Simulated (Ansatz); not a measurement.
# PbS: the cell at several levels of theory

The task here is to estimate one member of a computed series from the others.

Code: Ansatz 0.2.0. PAW datasets, plane waves, zero pressure. (Simulation; spin polarisation is off.)

## The structure to begin with

This is the cell as the run starts from it, not yet at rest; its lengths are not the crystal's.

The symmetry is Fm-3m (No. 225, cubic); a = 5.323 Å in the conventional setting, 18.86 Å³ an atom. Pb has 6 S at 2.66 Å; S has 6 Pb at 2.66 Å.

Structure file:

```xyz
2
Lattice="0.0000 2.6616 2.6616 2.6616 0.0000 2.6616 2.6616 2.6616 0.0000" Properties=species:S:1:pos:R:3 pbc="T T T"
Pb    0.0000    0.0000    0.0000
S     2.6616    2.6616    2.6616
```

The first run:

input.yaml

```yaml
crystal:
  lattice:
    - [0.0, 2.661625, 2.661625]
    - [2.661625, 0.0, 2.661625]
    - [2.661625, 2.661625, 0.0]
  atoms:
    - { symbol: Pb, position: [0.0, 0.0, 0.0] }
    - { symbol: S, position: [0.5, 0.5, 0.5] }
kpoints:
  mp_grid: { grid: [8, 8, 8] }
hamiltonian:
  xc: pbe
scf:
  occupations: { method: fermi_dirac, width: 0.02 }
relax:
  f_tol: 0.005
  cell: {}
```

The run is started by

```bash
> ansatz run input.yaml --threads 4 --pin off --max-ram 7372MiB --backend cpu --events-out ev --progress --plain --runs-dir out
```

Among the steps run: PBE: cell and atoms; Relaxing with r2SCAN; Relaxing with PBEsol; Relaxing with LDA; Relaxing with HSE06.

One of the session's tables, all rows but one given; the rest of the session is left out.

| level | a (Å) | volume (Å³/atom) |
| --- | --- | --- |
| PBE | 6.008 | 27.104 |
| r2SCAN | 5.974 | 26.657 |
| PBEsol | 5.902 | 25.696 |
| LDA | 5.842 | 24.927 |
| HSE06 | ? | ? |

Q: Estimate the row for HSE06 from the others.

The run gave: a (Å): 5.971; volume (Å³/atom): 26.614. In the column «a (Å)» it lies between PBEsol (5.902) and r2SCAN (5.974).

The volume runs from LDA (least) to PBE (most), a spread of 8.7 %, or 2.8 % in length if all axes shared it alike. The meshes differ: PBE 8×8×8, r2SCAN 6×6×6, PBEsol 6×6×6, LDA 6×6×6, HSE06 4×4×4.
